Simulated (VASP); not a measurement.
# Cu (Fm-3m) in VASP: relaxation of cell and atoms with PBE

Aim: the relaxation of cell and atoms of Cu with PBE.

Program: VASP 6.6.1. These are calculated values, not measurements. Logs are shortened: lines on timing, memory, paths and dates and some standing lists are left out, and cuts for length are marked.

### 1 The crystal as given

Symmetry: Fm-3m, No. 225, cubic system. Conventional cell: a = 3.630 Å, b = 3.630 Å, c = 3.630 Å, α = 90.00°, β = 90.00°, γ = 90.00°. Cu (site symmetry m-3m) is surrounded by 12 Cu at 2.57 Å.

The cell was built by a generator and needn't be a form met in nature.

### 2 Relaxation of cell and atoms, PBE

Contents of INCAR:

```
SYSTEM = Cu
ALGO     = Fast           ! electronic algorithm
EDIFF    = 1E-7           ! SCF threshold, eV
EDIFFG   = -0.01          ! ionic threshold
ENCUT    = 600            ! plane-wave cutoff, eV
GGA      = PE             ! functional
IBRION   = 2              ! ionic algorithm
ISIF     = 3              ! what is computed and relaxed
ISMEAR   = 1              ! smearing method
KPAR     = 8            
LASPH    = .True.         ! aspherical terms in the spheres
LCHARG   = .False.        ! write CHGCAR
LREAL    = .False.        ! projectors in reciprocal space
LWAVE    = .False.        ! write WAVECAR
NELM     = 80             ! most SCF steps
NSW      = 40             ! ionic steps
PREC     = Accurate       ! precision mode
SIGMA    = 0.4            ! smearing width, eV
```

Contents of KPOINTS:

```
k-points
0
Gamma
  24 24 24
  0 0 0
```

Contents of POSCAR:

```
Cu
1.0
    0.0000000000      1.8150000000      1.8150000000
    1.8150000000      0.0000000000      1.8150000000
    1.8150000000      1.8150000000      0.0000000000
Cu
1
Direct
    0.0000000000      0.0000000000      0.0000000000
```

Potentials or basis: VASP PAW PBE potentials, release 64 (Cu).

The run is started by

```
> cat potpaw_PBE.64/Cu/POTCAR > POTCAR
> mpirun -np 8 vasp_std > vasp.out
```

OUTCAR:

```text
SYSTEM = Cu
   EDIFF = 1E-7
   EDIFFG = -0.01
   ENCUT = 600
   GGA = PE
   IBRION = 2
   ISIF = 3
   ISMEAR = 1
   LASPH = .True.
   LREAL = .False.
   NELM = 80
   NSW = 40
   PREC = Accurate

 ion  position               nearest neighbor table
   1  0.000  0.000  0.000-

  LATTYP: Found a face centered cubic cell.
 ALAT       =     3.6300000000

  Lattice vectors:

 A1 = (   0.0000000000,   1.8150000000,   1.8150000000)
 A2 = (   1.8150000000,   0.0000000000,   1.8150000000)
 A3 = (   1.8150000000,   1.8150000000,   0.0000000000)

Analysis of symmetry for initial positions (statically):
=====================================================================
 Subroutine PRICEL returns:
 Original cell was already a primitive cell.

 Routine SETGRP: Setting up the symmetry group for a
 face centered cubic supercell.

 Subroutine GETGRP returns: Found 48 space group operations
 (whereof 48 operations were pure point group operations)
 out of a pool of 48 trial point group operations.

The static configuration has the point symmetry O_h .

Analysis of symmetry for dynamics (positions and initial velocities):
=====================================================================
 Subroutine PRICEL returns:
 Original cell was already a primitive cell.

 Routine SETGRP: Setting up the symmetry group for a
 face centered cubic supercell.

 Subroutine GETGRP returns: Found 48 space group operations
 (whereof 48 operations were pure point group operations)
 out of a pool of 48 trial point group operations.

The dynamic configuration has the point symmetry O_h .

 Subroutine INISYM returns: Found 48 space group operations
 (whereof 48 operations are pure point group operations),
 and found     1 'primitive' translations

----------------------------------------------------------------------------------------

                                     Primitive cell

  volume of cell :      11.9580

  direct lattice vectors                    reciprocal lattice vectors
     0.000000000  1.815000000  1.815000000    -0.275482094  0.275482094  0.275482094
     1.815000000  0.000000000  1.815000000     0.275482094 -0.275482094  0.275482094
     1.815000000  1.815000000  0.000000000     0.275482094  0.275482094 -0.275482094

  length of vectors
     2.566797616  2.566797616  2.566797616     0.477148983  0.477148983  0.477148983

  position of ions in fractional coordinates (direct lattice)
     0.000000000  0.000000000  0.000000000

  ion indices of the primitive-cell ions
   primitive index   ion index
                 1           1

----------------------------------------------------------------------------------------

 KPOINTS: k-points

Automatic generation of k-mesh.
 Grid dimensions read from file:
 generate k-points for:   24   24   24

 Generating k-lattice:

  Cartesian coordinates                     Fractional coordinates (reciprocal lattice)
    -0.011478421  0.011478421  0.011478421     0.041666667  0.000000000  0.000000000
     0.011478421 -0.011478421  0.011478421     0.000000000  0.041666667  0.000000000
     0.011478421  0.011478421 -0.011478421     0.000000000  0.000000000  0.041666667

  Length of vectors
     0.019881208  0.019881208  0.019881208

  Shift w.r.t. Gamma in fractional coordinates (k-lattice)
     0.000000000  0.000000000  0.000000000

 Subroutine IBZKPT returns following result:
 ===========================================

 Found    413 irreducible k-points:

 Following reciprocal coordinates:
            Coordinates               Weight
  0.000000  0.000000  0.000000      1.000000
  0.041667  0.000000  0.000000      8.000000
  0.083333  0.000000  0.000000      8.000000
  0.125000  0.000000  0.000000      8.000000
  0.166667  0.000000  0.000000      8.000000
  0.208333  0.000000  0.000000      8.000000
[... 16 lines left out ...]
  0.416667  0.041667  0.000000     24.000000
  0.458333  0.041667  0.000000     24.000000
 [... further k-points ...]
   k-points           NKPTS =    413   k-points in BZ     NKDIM =    413   number of bands    NBANDS=      9
   number of dos      NEDOS =    301   number of ions     NIONS =      1
   total plane-waves  NPLWV =  13824
   dimension x,y,z NGX =    24 NGY =   24 NGZ =   24
   dimension x,y,z NGXF=    48 NGYF=   48 NGZF=   48
   ions per type =               1
   NGX,Y,Z   is equivalent  to a cutoff of  15.54, 15.54, 15.54 a.u.
   NGXF,Y,Z  is equivalent  to a cutoff of  31.09, 31.09, 31.09 a.u.
 SYSTEM =  Cu
   PREC   = accura    normal or accurate (medium, high low for compatibility)
   ISTART =      0    job   : 0-new  1-cont  2-samecut
   ICHARG =      2    charge: 1-file 2-atom 10-const
   ISPIN  =      1    spin polarized calculation?
   LNONCOLLINEAR =      F non collinear calculations
   LSORBIT =      F    spin-orbit coupling
   LASPH  =      T    aspherical Exc in radial PAW
   ENCUT  =  600.0 eV  44.10 Ry    6.64 a.u.   5.13  5.13  5.13*2*pi/ulx,y,z
   NELM   =     80;   NELMIN=  2; NELMDL= -5     # of ELM steps
   EDIFF  = 0.1E-06   stopping-criterion for ELM
   LREAL  =      F    real-space projection
   EDIFFG = -.1E-01   stopping-criterion for IOM
   NSW    =     40    number of steps for IOM
   IBRION =      2    ionic relax: 0-MD 1-quasi-New 2-CG
   NFREE  =      1    steps in history (QN), initial steepest desc. (CG)
   ISIF   =      3    stress and relaxation
   ISYM   =      2    0-nonsym 1-usesym 2-fastsym
   POTIM  = 0.5000    time-step for ionic-motion
   TEBEG  =    0.0;   TEEND  =   0.0 temperature during run
   PSTRESS=    0.0 pullay stress
   NELECT =      11.0000    total number of electrons
   NUPDOWN=      -1.0000    fix difference up-down
   EMIN   =  10.00;   EMAX   =-10.00  energy-range for DOS
   EFERMI =   0.00;   METHOD = LEGACY
   ISMEAR =     1;   SIGMA  =   0.40  broadening in eV -4-tet -1-fermi 0-gaus
   EFERMI_NEDOS =   21; number of points for ismear=-14 and -15
   IALGO  =     68    algorithm
   IMIX   =      4    mixing-type and parameters
     AMIX     =   0.40;   BMIX     =  1.00
     AMIX_MAG =   1.60;   BMIX_MAG =  1.00
  volume/ion in A,a.u.               =      11.96        80.70
  Fermi-wavevector in a.u.,A,eV,Ry     =   1.592157  3.008740 34.490258  2.534962
  Thomas-Fermi vector in A             =   2.690585
   LORBIT       =      0    0 simple, 1 ext, 2 COOP (PROOUT), +10 PAW based schemes
   GGA     = PE    functional components
   LHFCALC =     F    Hartree Fock is set to
   AEXX    =    0.0000 exact exchange contribution
   IVDW    =     0    specifies the selected vdW correction
   LEPSILON=     F    determine dielectric tensor
   LRPA    =     F    only Hartree local field effects (RPA)
 conjugate gradient relaxation of ions
 non-spin polarized calculation
 RMM-DIIS sequential band-by-band and
 Methfessel and Paxton  Order N= 1 SIGMA  =   0.40
  energy-cutoff  :      600.00
  volume of cell :       11.96
 maximum number of plane-waves:       415
 NGX is ok and might be reduce to    24
   NGX = 11   NGY = 11   NGZ = 11

--------------------------------------- Ionic step        1  -------------------------------------------

 number of electron      10.9999998 magnetization

 Free energy of the ion-electron system (eV)
  ---------------------------------------------------
  ext. energy  EPLUGINS =         0.00000000
  ---------------------------------------------------
  free energy    TOTEN  =        -3.72797979 eV

  energy without entropy =       -3.72913984  energy(sigma->0) =       -3.72836647

------------------------ aborting loop because EDIFF is reached ----------------------------------------

  FORCE on cell =-STRESS in cart. coord.  units (eV):
  Direction    XX          YY          ZZ          XY          YZ          ZX
  --------------------------------------------------------------------------------------
  -------------------------------------------------------------------------------------
  Total        0.0556048      0.0556048      0.0556048     -0.0000000      0.0000000      0.0000000
  in kB        7.4501165      7.4501165      7.4501165     -0.0000000      0.0000000      0.0000000
  external PRESSURE =       7.4501165 kB  Pullay stress =       0.0000000 kB

 VOLUME and BASIS-vectors are now :
 -----------------------------------------------------------------------------
  energy-cutoff  :      600.00
  volume of cell :       11.96
      direct lattice vectors                 reciprocal lattice vectors
     0.000000000  1.815000000  1.815000000    -0.275482094  0.275482094  0.275482094
     1.815000000  0.000000000  1.815000000     0.275482094 -0.275482094  0.275482094
     1.815000000  1.815000000  0.000000000     0.275482094  0.275482094 -0.275482094
[... 36 lines left out ...]
 POSITION                                       TOTAL-FORCE (eV/Angst)
 -----------------------------------------------------------------------------------
      3.63974      1.81987      1.81987        -0.000000      0.000000     -0.000000
 -----------------------------------------------------------------------------------
    total drift:                                0.000000      0.000000      0.000000

  FREE ENERGIE OF THE ION-ELECTRON SYSTEM (eV)
  ---------------------------------------------------
  free  energy   TOTEN  =        -3.7279551542 eV

  energy  without entropy=       -3.7291259839  energy(sigma->0) =       -3.72834543

--------------------------------------- Ionic step        3  -------------------------------------------

 number of electron      10.9999998 magnetization

 Free energy of the ion-electron system (eV)
  ---------------------------------------------------
  ext. energy  EPLUGINS =         0.00000000
  ---------------------------------------------------
  free energy    TOTEN  =        -3.72805098 eV

  energy without entropy =       -3.72921613  energy(sigma->0) =       -3.72843937

 E-fermi :   7.4037     XC(G=0): -12.6327

 val. band max:        7.3946894498   @ k =   0.5000   0.1667   0.0417
 cond. band min:       7.4388471227   @ k =   0.5000   0.2500   0.0833
 fundamental gap:      0.0441576729
 Fermi energy:         7.4036517861

 k-point     1 :       0.0000    0.0000    0.0000
  band No.  band energies     occupation
      1      -1.8417      2.00000
      2       4.4094      2.00000
      3       4.4094      2.00000
      4       4.4094      2.00000
      5       5.2110      2.00000
      6       5.2110      2.00000
      7      29.8525      0.00000
      8      32.3724      0.00000
      9      32.3724      0.00000

 k-point     2 :       0.0417    0.0000    0.0000
  band No.  band energies     occupation
      1      -1.7791      2.00000
      2       4.3962      2.00000
      3       4.4213      2.00000
      4       4.4213      2.00000
      5       5.2062      2.00000
      6       5.2062      2.00000
      7      29.5280      0.00000
      8      31.3908      0.00000
      9      32.1520      0.00000
[... 253 lines left out ...]
 k-point    24 :       0.4583    0.0417    0.0000
  band No.  band energies     occupation
      1       2.3688      2.00000
      2       4.3683      2.00000
      3       4.4137      2.00000
      4       5.3781      2.00000
      5       5.7537      2.00000
      6       6.2867      2.00057
      7      11.8913     -0.00000
      8      28.0144      0.00000
      9      28.5291      0.00000

 [... further k-points ...]

------------------------ aborting loop because EDIFF is reached ----------------------------------------

  FORCE on cell =-STRESS in cart. coord.  units (eV):
  Direction    XX          YY          ZZ          XY          YZ          ZX
  --------------------------------------------------------------------------------------
  -------------------------------------------------------------------------------------
  Total        0.0051659      0.0051659      0.0051659     -0.0000000      0.0000000     -0.0000000
  in kB        0.6896119      0.6896119      0.6896119     -0.0000000      0.0000000     -0.0000000
  external PRESSURE =       0.6896119 kB  Pullay stress =       0.0000000 kB

 VOLUME and BASIS-vectors are now :
 -----------------------------------------------------------------------------
  energy-cutoff  :      600.00
  volume of cell :       12.00
      direct lattice vectors                 reciprocal lattice vectors
    -0.000000000  1.817222403  1.817222403    -0.275145188  0.275145188  0.275145188
     1.817222403 -0.000000000  1.817222403     0.275145188 -0.275145188  0.275145188
     1.817222403  1.817222403  0.000000000     0.275145188  0.275145188 -0.275145188

 POSITION                                       TOTAL-FORCE (eV/Angst)
 -----------------------------------------------------------------------------------
     -0.00000      0.00000      0.00000         0.000000     -0.000000      0.000000
 -----------------------------------------------------------------------------------
    total drift:                               -0.000000      0.000000      0.000000

  FREE ENERGIE OF THE ION-ELECTRON SYSTEM (eV)
  ---------------------------------------------------
  free  energy   TOTEN  =        -3.7280509846 eV

  energy  without entropy=       -3.7292161271  energy(sigma->0) =       -3.72843937

 reached required accuracy - stopping structural energy minimisation
```

It took 17 s on 8 MPI ranks of Intel Xeon 6975P-C (Granite Rapids), shared host; peak memory 0.2 GiB.

What came out:

```
Free energy                            : -3.7281 eV
Relaxed volume                         : 12.00 Å³/atom
Relaxed cell                           : a = 2.570 Å, b = 2.570 Å, c = 2.570 Å, α = 60.00°, β = 60.00°, γ = 60.00°
Space group after relaxing (to 0.05 Å) : Fm-3m (No. 225)
Energy gained by relaxing              : 0.1 meV/atom
Ionic steps                            : 3
Pressure after relaxing                : 0.1 GPa
Band gap on the k mesh                 : none (metal or under the smearing width)
```

Final structure:
```
CELL_PARAMETERS angstrom
0.00000 1.81722 1.81722
1.81722 0.00000 1.81722
1.81722 1.81722 0.00000
ATOMIC_POSITIONS crystal
Cu 0.00000 0.00000 0.00000
```
